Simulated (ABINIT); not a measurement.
## BN (Qingsongite): G0W0 with ABINIT, start to end

Wanted: ground state, empty states, screening and self-energy for BN (Qingsongite).

Calculated with ABINIT 10.8.3; PBE and many-body steps on it, plane waves.

## Step 1: The structure

Symmetry: F-43m, No. 216, cubic system. The conventional cell has a = 3.615 Å, b = 3.615 Å, c = 3.615 Å, α = 90.00°, β = 90.00°, γ = 90.00°. Nearest to B lie 4 N at 1.57 Å. Nearest to N lie 4 B at 1.57 Å. Farther neighbours and most contacts between anions are not listed.

The cell and positions come from the Crystallography Open Database and are kept as given unless a step says otherwise.

## Step 2: Ground state

This step: ABINIT 10.8.3; DFT, PBE, plane waves, norm-conserving pseudopotentials.

The ground-state density comes first.

Contents of run.abi:

```
acell 3*1.0 Angstrom
rprim 
  -0.000000000000 1.807500000000 1.807500000000
  1.807500000000 0.000000000000 1.807500000000
  1.807500000000 1.807500000000 -0.000000000000
ntypat 2
znucl 5 7
natom 2
typat 1 2
xred 
  0.000000000000 0.000000000000 0.000000000000
  0.250000000000 0.250000000000 0.250000000000
pp_dirpath "pseudos"
pseudos "B.upf, N.upf"
ecut 36
ngkpt 10 10 10
nshiftk 1
shiftk 0 0 0
kptopt 1
chksymbreak 0
nband 9
occopt 1
tolvrs 1e-10
nstep 60
prtwf 0
optforces 0
optstress 0
indata_prefix "in"
outdata_prefix "out"
tmpdata_prefix "tmp"
```

Run with:

```console
$ OMP_NUM_THREADS=1 mpirun -n 8 abinit run.abi > log
```

Numbers of over 12 decimals in the logs are rounded to 6 here.

The log of the run:

```text
.Version 10.8.3 of ABINIT. v10.8.2 released Aug 2026.

 Symmetries : space group F-4 3 m (#216); Bravais cF (face-center cubic)
================================================================================
 Values of the parameters that define the memory need of the present run
     intxc =       0    ionmov =       0      iscf =       7    lmnmax =       4
     lnmax =       4     mgfft =      30  mpssoang =       2    mqgrid =    3001
     natom =       2  nloc_mem =       1    nspden =       1   nspinor =       1
    nsppol =       1      nsym =      24    n1xccc =    2501    ntypat =       2
    occopt =       1   xclevel =       2
-    mband =           9        mffmem =           1         mkmem =           6
       mpw =         845          nfft =       27000          nkpt =          47
================================================================================
  Rough estimation (10% accuracy) of disk space for files :
================================================================================

--------------------------------------------------------------------------------
------------- Echo of variables that govern the present computation ------------
--------------------------------------------------------------------------------
 -outvars: echo values of preprocessed input variables --------
            acell      1.8897261259E+00  1.8897261259E+00  1.8897261259E+00 Bohr

      chksymbreak           0
             ecut      3.60000000E+01 Hartree
-          fftalg         312

              ixc     -101130
              kpt      0.00000000E+00  0.00000000E+00  0.00000000E+00
                       1.00000000E-01  0.00000000E+00  0.00000000E+00
                       2.00000000E-01  0.00000000E+00  0.00000000E+00
                       3.00000000E-01  0.00000000E+00  0.00000000E+00
                       4.00000000E-01  0.00000000E+00  0.00000000E+00
                       5.00000000E-01  0.00000000E+00  0.00000000E+00
                       1.00000000E-01  1.00000000E-01  0.00000000E+00
                       2.00000000E-01  1.00000000E-01  0.00000000E+00
                       3.00000000E-01  1.00000000E-01  0.00000000E+00
   [... 36 further rows ...]
                      -3.00000000E-01  4.00000000E-01  2.00000000E-01
                      -3.00000000E-01  5.00000000E-01  2.00000000E-01
         kptrlatt       10    0    0      0   10    0      0    0   10
          kptrlen      4.83050094E+01
P           mkmem           6
            natom           2
            nband           9
            ngfft          30      30      30
             nkpt          47
            nstep          60
             nsym          24
           ntypat           2
              occ      2.000000  2.000000  2.000000  2.000000  0.000000  0.000000
[...]
optforces           0
        optstress           0
            prtwf           0
            rprim     -0.0000000000E+00  1.8075000000E+00  1.8075000000E+00
[...]
spgroup         216

           tolvrs      1.00000000E-10

             xred      0.0000000000E+00  0.0000000000E+00  0.0000000000E+00
[...]
znucl        5.00000    7.00000

================================================================================

 chkinp: Checking input parameters for consistency.

================================================================================
== DATASET  1 ==================================================================
-   mpi_nproc: 8, omp_nthreads: 1 (-1 if OMP is not activated)

--- !DatasetInfo
iteration_state: {dtset: 1, }
dimensions: {natom: 2, nkpt: 47, mband: 9, nsppol: 1, nspinor: 1, nspden: 1, mpw: 845, }
cutoff_energies: {ecut:  36.0, pawecutdg:  -1.0, }
electrons: {nelect:   8.00000000E+00, charge:   0.00000000E+00, occopt:   1.00000000E+00, tsmear:   1.00000000E-02, }

 Real(R)+Recip(G) space primitive vectors, cartesian coordinates (Bohr,Bohr^-1):
 R(1)=  0.0000000  3.4156800  3.4156800  G(1)= -0.1463837  0.1463837  0.1463837
 R(2)=  3.4156800  0.0000000  3.4156800  G(2)=  0.1463837 -0.1463837  0.1463837
 R(3)=  3.4156800  3.4156800  0.0000000  G(3)=  0.1463837  0.1463837 -0.1463837
 Unit cell volume ucvol=  7.9700586E+01 bohr^3
 Angles (23,13,12)=  6.00000000E+01  6.00000000E+01  6.00000000E+01 degrees

 getcut: wavevector=  0.0000  0.0000  0.0000  ngfft=  30  30  30
         ecut(hartree)=     36.000   => boxcut(ratio)=   2.30194

 getcut : COMMENT -
  Note that boxcut > 2.2 ; recall that boxcut=Gcut(box)/Gcut(sphere) = 2
  is sufficient for exact treatment of convolution.
  Such a large boxcut is a waste : you could raise ecut
  e.g. ecut=   47.690509 Hartrees makes boxcut=2

--- Pseudopotential description ------------------------------------------------
- B Generated using ONCVPSP code by D. R. Hamann
-  5.00000   3.00000  171031                  znucl, zion, pspdat
12 -101130 1 -1 1534                          pspcod,pspxc,lmax,lloc,mmax
     nproj     2     2
  pspatm : epsatm=    3.38844616
         --- l  ekb(1:nproj) -->
[...]
pspatm: atomic psp has been read  and splines computed

- N Generated using ONCVPSP code by D. R. Hamann
-  7.00000   5.00000  171031                  znucl, zion, pspdat
12 -101130 1 -1 1058                          pspcod,pspxc,lmax,lloc,mmax
     nproj     2     2
  pspatm : epsatm=    5.20977870
         --- l  ekb(1:nproj) -->
[...]
1   -4.293905   -1.006988
 pspatm: atomic psp has been read  and splines computed

   6.87857989E+01                                ecore*ucvol(ha*bohr**3)
--------------------------------------------------------------------------------

_setup2: Arith. and geom. avg. npw (full set) are     822.053     822.026

================================================================================

--- !BeginCycle
iteration_state: {dtset: 1, }
solver: {iscf: 7, nstep: 60, nline: 4, wfoptalg: 0, }
tolerances: {tolvrs: 1.00E-10, }

     iter   Etot(hartree)      deltaE(h)  residm     vres2
 ETOT  1  -13.353670328845    -1.335E+01 1.866E-01 1.447E+02
 ETOT  2  -13.373136893714    -1.947E-02 6.470E-03 1.104E+02
 ETOT  3  -13.402464776550    -2.933E-02 3.876E-03 1.734E-01
 ETOT  4  -13.402502334780    -3.756E-05 4.257E-03 1.682E-03
 ETOT  5  -13.402502505884    -1.711E-07 1.198E-03 3.940E-05
 ETOT  6  -13.402502511439    -5.556E-09 1.069E-03 2.572E-07
 ETOT  7  -13.402502511479    -3.942E-11 2.420E-04 2.030E-09
 ETOT  8  -13.402502511479    -1.457E-13 2.105E-04 5.379E-11

 At SCF step    8       vres2   =  5.38E-11 < tolvrs=  1.00E-10 =>converged.

--- !ResultsGS
iteration_state: {dtset: 1, }
comment   : Summary of ground state results
lattice_vectors:
- [ -0.0000000,   3.4156800,   3.4156800, ]
- [  3.4156800,   0.0000000,   3.4156800, ]
- [  3.4156800,   3.4156800,  -0.0000000, ]
lattice_lengths: [   4.83050,    4.83050,    4.83050, ]
lattice_angles: [ 60.000,  60.000,  60.000, ] # degrees, (23, 13, 12)
lattice_volume:   7.9700586E+01
convergence: {deltae: -1.457E-13, res2:  5.379E-11, residm:  2.105E-04, diffor:  0.000E+00, }
etotal    :  -1.34025025E+01
entropy   :   0.00000000E+00
fermie    :   3.02092262E-01
cartesian_stress_tensor: null
pressure_GPa: null
xred      :
- [  0.0000E+00,   0.0000E+00,   0.0000E+00,  B]
- [  2.5000E-01,   2.5000E-01,   2.5000E-01,  N]
cartesian_forces: null
force_length_stats: {min: null, max: null, mean: null, }

 Integrated electronic density in atomic spheres:
 ------------------------------------------------
 Atom  Sphere_radius  Integrated_density
    1        2.00000          3.32049900
    2        2.00000          5.75124674
================================================================================

 ----iterations are completed or convergence reached----

 Mean square residual over all n,k,spin=   10.187E-07; max=  21.054E-05
 reduced coordinates (array xred) for    2 atoms
       0.000000000000      0.000000000000      0.000000000000
       0.250000000000      0.250000000000      0.250000000000
 rms dE/dt=  0.0000E+00; max dE/dt=  0.0000E+00; dE/dt below (all hartree)
    1       0.000000000000      0.000000000000      0.000000000000
    2       0.000000000000      0.000000000000      0.000000000000

 cartesian coordinates (angstrom) at end:
    1      0.000000     0.000000     0.000000
    2      0.903750     0.903750     0.903750
 length scales=  1.889726125908  1.889726125908  1.889726125908 bohr
              =  1.000000000000  1.000000000000  1.000000000000 angstroms
 prteigrs : about to open file out_EIG
 Fermi (or HOMO) energy (hartree) =   0.30209   Average Vxc (hartree)=  -0.47450
 Eigenvalues (hartree) for nkpt=  47  k points:
 kpt#   1, nband=  9, wtk=  0.00100, kpt=  0.0000  0.0000  0.0000 (reduced coord)
  -0.44062    0.30209    0.30209    0.30209    0.62836    0.62836    0.62836    0.68304
   1.21148
 prteigrs : prtvol=0 or 1, do not print more k-points.

--- !EnergyTerms
iteration_state     : {dtset: 1, }
comment             : Components of total free energy in Hartree
kinetic             :  9.41230010599649E+00
hartree             :  1.79183179045680E+00
xc                  : -4.37198988812425E+00
Ewald energy        : -1.31703929426445E+01
psp_core            :  8.63052609504914E-01
local_psp           : -6.86018895556562E+00
non_local_psp       : -1.06711523110258E+00
total_energy        : -1.34025025114787E+01
total_energy_eV     : -3.64700672502579E+02
band_energy         :  1.04301569482716E-01

== END DATASET(S) ==============================================================
================================================================================

 -outvars: echo values of variables after computation  --------
           etotal     -1.3402502511E+01
            nband           9
             nkpt          47
          spgroup         216
 [... the other variables as echoed above ...]

 Calculation completed.
```

It took 2.3 s on 8 MPI ranks of AMD EPYC 9R45, shared host; peak memory 0.07 GiB; 17 s of CPU time.

This step gave:

| Property | Result |
| --- | --- |
| total energy | -364.7007 eV |
| gap | 4.535 eV |
| k of the valence top | 0, 0, 0 |
| k of the conduction bottom | 0.5, 0.5, 0 |
| least direct gap | 8.878 eV |

The gap is indirect, with the least direct gap 4.34 eV higher.

[end of part 1 of 3]

[Paths, hosts, dates, memory and timing lines, banners, echoed tables and standing remarks are left out of the program output.]

[Logs are printed without paths, hosts, clocks, repeated set-up lines and the standing remarks that a program may print on its own settings, such as how far it seeks lower states.]

[Runs of the session that timed out or met a known fault of the program may be left out.]

[Hosts, paths, dates, database ids (printed as entryN), source tags and the programs' standing remarks are cut or masked in the printed files.]

[G0W0 gaps are taken among the corrected bands and points alone; a level outside them can change the order at an edge.]

[Where Ansatz stands beside ABINIT at settings called matched, ABINIT's density can come from a denser mesh and the files from another edition; pairs whose starting gaps differed by over 0.03 eV were left out, so agreement reads better than it is.]
